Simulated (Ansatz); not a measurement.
An Ansatz input:

```yaml
crystal:
  lattice:
    - [-1.7896438141, 1.7896438141, 1.7896438141]
    - [1.7896438141, -1.7896438141, 1.7896438141]
    - [1.7896438141, 1.7896438141, -1.7896438141]
  atoms:
    - { symbol: Mg, position: [0.0, 0.0, 0.0] }
hamiltonian:
  xc: pbe
  pseudopotentials:
    kind: paw
    azcp:
      Mg: "pseudopotentials/Mg.paw.azcp"
basis:
  ecutwfc: 420
  fft_grid_basis: typed
kpoints:
  mp_grid: { grid: [20, 20, 20], shift: [0, 0, 0] }
magnetization:
  spin_polarized: false
scf:
  occupations: { method: fermi_dirac, width: 0.1 }
output:
  write_density: true
  write_potential: true
  elf: true
  volumetric_format: npy
```

Output

```
Engine: ansatz 0.2.0, x86_64-unknown-linux-gnu
Pseudopotentials: kind: paw
Pseudopotential: Mg, paw, valence charge 10, recommended cutoff 420 eV (normal) 
Functional definition: PBE
  parameter kappa = 0.804
  parameter beta = 0.06672455060314922
  exchange = pbe_x(kappa = kappa, mu = beta*pi^2/3)
  correlation = pbe_c(beta = beta)
Crystal: 1 atoms, lattice volume = 22.928 Å³
Basis set: ecut = 420 eV, 429 PW (Γ)
Bands: 9, of which v1, the nominal top of the filled ones, is band 5 counted from 1 (4 counted from 0)
Symmetry: 48 space group operations
Space group: Im-3m (ITA 229), of the structure as read, at distance tolerance 2.8e-5 Å
k-points: 256 of 8000
Non-local potential: Mg, projectors of the file, l = 0: 3, l = 1: 2, l = 2: 1
PAW form: soft (Blöchl's): semilocal exchange-correlation on the pseudo side does not see the compensation charge
PAW one-centre angular grid: Mg, 110 points (default); XC on 64 Gauss nodes
Initial density: superposition of atomic densities (neutral atoms: chi_scale 0, normalization atom), corrected by the library's trained network
Initial wavefunctions: pseudopotential atomic-orbital guess
Functional: x = pbe(κ = 0.804, μ = 0.2195149727645171), c = pbe(β = 0.06672455060314922)
SCF iter   1: F=—  HF=-1923.781470 eV  |F-HF|=—  |Δ(HF+E_count)|=         —  Δρ=3.42e-4  dr2=1.37e-5  ethr=1.77e-3  ⟨swp⟩=5.6  Hψ=16144  notcnv=0
SCF iter   2: F=—  HF=-1923.781569 eV  |F-HF|=—  |Δ(HF+E_count)|=   9.95e-5  Δρ=1.88e-4  dr2=2.52e-6  ethr=1.37e-7  ⟨swp⟩=2.9  Hψ=5878  notcnv=0
SCF iter   3: F=—  HF=-1923.781572 eV  |F-HF|=—  |Δ(HF+E_count)|=   2.84e-6  Δρ=7.01e-5  dr2=3.96e-7  ethr=2.52e-8  ⟨swp⟩=2.0  Hψ=3323  notcnv=0
iter 4 did not close the SCF: its close was put off for the readings that it lacked (scf_convergence_deferred on its scf_iter line)
SCF iter   4: F=-1923.781573 eV  HF=-1923.781573 eV  |F-HF|=2.66e-8  |Δ(HF+E_count)|=   1.07e-6  Δρ=1.42e-5  dr2=1.46e-8  ethr=3.96e-9  ⟨swp⟩=2.1  Hψ=3357  notcnv=0
iter 5 did not close the SCF: its close was put off for the readings that it lacked (scf_convergence_deferred on its scf_iter line)
SCF iter   5: F=-1923.781573 eV  HF=-1923.781573 eV  |F-HF|=1.07e-10  |Δ(HF+E_count)|=   1.63e-8  Δρ=1.03e-6  dr2=6.71e-11  ethr=1.46e-10  ⟨swp⟩=2.0  Hψ=3568  notcnv=0
SCF iter   6: F=-1923.781573 eV  HF=-1923.781573 eV  |F-HF|=4.55e-12  |Δ(HF+E_count)|=  5.28e-11  Δρ=1.66e-7  dr2=1.97e-12  ethr=1.00e-12  ⟨swp⟩=1.0  Hψ=6754  notcnv=0
SCF 1 converged in 6 iterations: F = -1923.781573 eV  dr2 = 1.97e-12
SCF converged after 6 iterations
Free energy (F): -1923.781573 eV
Harris-Foulkes:  -1923.781573 eV  (|F-HF|=4.55e-12)
Internal energy: -1923.768121 eV  (E = F + TS)
E sigma→0 (E₀):  -1923.774847 eV
Entropy (-TS):   -0.013453 eV (-13.453 meV/atom)
Fermi energy:    5.701405 eV
--- Per-component energies (eV) ---
  E_band       = -357.552655
  E_kinetic    = 74.823274
  E_local      = -1619.509203  (includes V_loc(G=0)·N_el)
  E_nonlocal   = 95.721214
  E_hartree    = 578.201968
  E_xc         = -28.405285
  E_vxc        = -36.642998  (∫ρ·V_xc dr)
  E_paw        = -292.559567  (= ΣΔE_a)
  E_vpaw       = -28.348817  (= ΣTr[D̂ρ^β])
  E_aug_tail   = -0.000003  (compensation charges beyond the density's cutoff)
  E_ewald      = -732.040519
  E_smearing   = -0.013453  (= −TS)
  E_closure    = 0.000000  (closes the sum)
  Σ components = -1923.781573   (vs F -1923.781573, Δ=0.00e0)
--- Band table (eV; the first three rows and the last of 256) ---
  k-point 0: bands = ["-70.3657", "-37.1024", "-37.1024", "-37.1024", "-1.2718", "18.6830", "18.6830", "18.6830", "20.7023"]
  k-point 1: bands = ["-70.3657", "-37.1032", "-37.1027", "-37.1024", "-1.2127", "17.9467", "18.3634", "18.3736", "19.9634"]
  k-point 2: bands = ["-70.3654", "-37.1056", "-37.1035", "-37.1024", "-1.0355", "16.3640", "17.6907", "17.7753", "19.1350"]
  k-point 255: bands = ["-70.3600", "-37.1272", "-37.1272", "-37.1272", "9.5356", "9.5356", "9.5356", "9.6777", "9.6777"]
```

Command:

```sh
ansatz run input.yaml --threads 1 --pin off --max-ram 3584MiB --backend cpu --events-out ev --progress --plain --runs-dir out
```

On 1 thread of Intel(R) Xeon(R) Platinum 8259CL CPU @ 2.50GHz (Skylake/Cascade Lake) (shared host) this took about 5.2 s of wall time and 4.8 s of CPU time.
